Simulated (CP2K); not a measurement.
Write the native input for CP2K 2026.2 that does the following.

- Task: atomic charges
- Functional: PBE
- Potentials or basis: GTH_POTENTIALS Mo GTH-PBE-q14; TZVP-MOLOPT-SR-GTH basis
- Density cutoff: 6123 eV
- k mesh: 12 × 12 × 12
- Occupations: fermi-dirac, width 0.05 eV
- Spin: no spin polarisation
- SCF solver: diagonalisation with k points
- Quickstep method: GPW
- EPS_DEFAULT: 1.0E-9
- EPS_SCF: 1.0E-6
- MAX_SCF: 100
- SCF_GUESS: ATOMIC
- k points reduced by the point group: yes
- Mesh centred on Gamma: yes
- CHOLESKY: OFF
- EPS_EIGVAL: 1.0E-7
- MIXING METHOD: BROYDEN_MIXING
- MIXING ALPHA: 0.4
- NBUFFER: 8
- NGRIDS: 4
- Basis sets: Mo TZVP-MOLOPT-SR-GTH-q14
- Potentials: Mo GTH-PBE-q14 of GTH_POTENTIALS
- ADDED_MOS: [11]
- Hirshfeld SHAPE_FUNCTION: GAUSSIAN
- VORONOI_RADII: VDW
- REL_CUTOFF (Ry): 60 Ry
- MIXING BETA (1/bohr): 1.5 1/bohr
- CUTOFF of the grids: 450 Ry

Mo:

```xyz
1
Lattice="2.7432 0.0000 0.0000 -0.9144 2.5863 0.0000 -0.9144 -1.2932 2.2398" Properties=species:S:1:pos:R:3 pbc="T T T"
Mo    0.0000    0.0000    0.0000
```

One way to write it, as run:

mo_charges.inp

```
&GLOBAL
  PROJECT mo_charges
  RUN_TYPE ENERGY_FORCE
  PRINT_LEVEL LOW
&END GLOBAL
&FORCE_EVAL
  METHOD QS
  STRESS_TENSOR ANALYTICAL
  &DFT
    BASIS_SET_FILE_NAME BASIS_MOLOPT_UCL
    POTENTIAL_FILE_NAME GTH_POTENTIALS
    &MGRID
      CUTOFF 450
      REL_CUTOFF 60
      NGRIDS 4
    &END MGRID
    &QS
      METHOD GPW
      EPS_DEFAULT 1.0E-9
    &END QS
    &KPOINTS
      SCHEME MONKHORST-PACK 12 12 12
      GAMMA_CENTERED T
      SYMMETRY T
      SYMMETRY_BACKEND SPGLIB
    &END KPOINTS
    &SCF
      SCF_GUESS ATOMIC
      EPS_SCF 1.0E-6
      MAX_SCF 100
      ADDED_MOS 11
      CHOLESKY OFF
      EPS_EIGVAL 1.0E-7
      &DIAGONALIZATION ON
        ALGORITHM STANDARD
      &END DIAGONALIZATION
      &MIXING ON
        METHOD BROYDEN_MIXING
        ALPHA 0.4
        BETA 1.5
        NBUFFER 8
      &END MIXING
      &SMEAR ON
        METHOD FERMI_DIRAC
        ELECTRONIC_TEMPERATURE 580.23
      &END SMEAR
    &END SCF
    &XC
      &XC_FUNCTIONAL PBE
      &END XC_FUNCTIONAL
    &END XC
    &PRINT
      &KPOINTS ON
      &END KPOINTS
      &MULLIKEN ON
      &END MULLIKEN
      &MO ON
        ENERGIES T
        OCCUPATION_NUMBERS T
        &EACH
          QS_SCF 0
        &END EACH
        ADD_LAST NUMERIC
      &END MO
      &LOWDIN ON
      &END LOWDIN
      &HIRSHFELD ON
        SHAPE_FUNCTION GAUSSIAN
      &END HIRSHFELD
      &VORONOI ON
        VORONOI_RADII VDW
      &END VORONOI
    &END PRINT
  &END DFT
  &SUBSYS
    &CELL
      A 2.7432376088 0.0000000000 0.0000000000
      B -0.9144125363 2.5863492208 0.0000000000
      C -0.9144125363 -1.2931746104 2.2398441283
      PERIODIC XYZ
    &END CELL
    &COORD
      SCALED
      Mo  0.0000000000 0.0000000000 0.0000000000
    &END COORD
    &KIND Mo
      BASIS_SET TZVP-MOLOPT-SR-GTH-q14
      POTENTIAL GTH-PBE-q14
    &END KIND
    &PRINT
      &ATOMIC_COORDINATES ON
      &END ATOMIC_COORDINATES
      &CELL ON
      &END CELL
      &SYMMETRY ON
      &END SYMMETRY
    &END PRINT
  &END SUBSYS
  &PRINT
    &FORCES ON
    &END FORCES
    &STRESS_TENSOR ON
    &END STRESS_TENSOR
  &END PRINT
&END FORCE_EVAL
```

Potentials or basis: GTH_POTENTIALS Mo GTH-PBE-q14; TZVP-MOLOPT-SR-GTH basis.

The run is started by

```sh
$ OMP_NUM_THREADS=1 cp2k.psmp -i mo_charges.inp -o mo_charges.out
```

It gave:

```json
{"Pressure": "-1.1 GPa", "Band gap on the k mesh": "none (metal or under the smearing width)"}
```

Caveat: the basis of atomic orbitals isn't converged, which shifts pressures, moduli and gaps.

It took 2 min on 1 thread of Arm Neoverse V2 (shared host), peak memory 0.28 GiB.
